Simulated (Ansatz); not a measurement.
TiCo:

```xyz
2
Lattice="2.9861 0.0000 0.0000 0.0000 2.9861 0.0000 0.0000 0.0000 2.9861" Properties=species:S:1:pos:R:3 pbc="T T T"
Co    1.4931    1.4931    1.4931
Ti    0.0000    0.0000    0.0000
```

The cell comes from a database or a generator and needn't be the stable form of this composition.

* Program: Ansatz 0.2.0
* Task: relaxation of cell and atoms
* Functional: RPBE
* Potentials or basis: all-electron LAPW, scalar-relativistic
* Basis error allowed: 0.001 eV/atom
* k mesh: 9 × 9 × 9
* Occupations: fermi-dirac, width 0.05 eV
* Spin: collinear spin, ferromagnetic start
* Starting moments: [2.0, 1.0] μB

At the start: volume 13.31 Å³/atom.

Task: How do energy, volume and symmetry change on relaxing?

Result: Over 4 steps the energy falls by 4.3 meV/atom and the volume is 13.66 Å³/atom (+2.6 %); space group Pm-3m (No. 221, to 0.05 Å); moment 0.86 μB per cell.

Step by step:
| step | energy change (eV) | largest force (eV/Å) | volume (Å³) |
| --- | --- | --- | --- |
| 1 | 0.0000 | 0.0000 | 26.63 |
| 2 | -0.0086 | 0.0000 | 27.26 |
| 3 | -0.0087 | 0.0000 | 27.32 |
| 4 | -0.0087 | 0.0000 | 27.32 |

Final structure:
```
CELL_PARAMETERS angstrom
3.01168 0.00000 0.00000
0.00000 3.01168 0.00000
0.00000 0.00000 3.01168
ATOMIC_POSITIONS crystal
Co 0.50000 0.50000 0.50000
Ti 0.00000 0.00000 0.00000
```
